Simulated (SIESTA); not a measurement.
Crystal: MoS2.

```
CELL_PARAMETERS angstrom
1.58000 0.91221 6.15000
-1.58000 0.91221 6.15000
0.00000 -1.82443 6.15000
ATOMIC_POSITIONS crystal
Mo 0.00000 0.00000 0.00000
S 0.41700 0.41700 0.41700
S 0.25000 0.25000 0.25000
```

Measurements of this composition are mostly on another form, of space group No. 194.

Program: SIESTA 5.4.2. Alike in all runs: no spin polarisation; cell as given; k mesh 10 × 10 × 10; smearing fermi-dirac 0.05 eV; grid cutoff 800 Ry; energy shift 0.003 Ry.

Question: Order these runs on this cell by their pressure, lowest first.
A. level PBEsol; potentials or basis PseudoDojo 0.4 standard (PBEsol files), DZP (energy shift 0.003 Ry; two zetas on semicore shells)
B. level LDA; potentials or basis PseudoDojo 0.4 standard (LDA files), DZP (energy shift 0.003 Ry; two zetas on semicore shells)
C. level BLYP; potentials or basis PseudoDojo 0.4 standard (PBE files), DZP (energy shift 0.003 Ry; two zetas on semicore shells)
D. level PBE; potentials or basis PseudoDojo 0.4 standard (PBE files), DZP (energy shift 0.003 Ry; two zetas on semicore shells)
E. level vdW-DF2; potentials or basis PseudoDojo 0.4 standard (PBE files), DZP (energy shift 0.003 Ry; two zetas on semicore shells)

Answer: B (0.6 GPa), A (3.4 GPa), D (8.3 GPa), C (16.2 GPa), E (19.5 GPa).

Caveats: the basis of atomic orbitals isn't converged, which shifts pressures, moduli and gaps; the potentials were made for another functional, which shifts forces and pressure (some runs); so large a pressure means that the cell lies far from this level's equilibrium, or that cutoff or potentials fall short (some runs).

Not every run made on this cell is shown here.
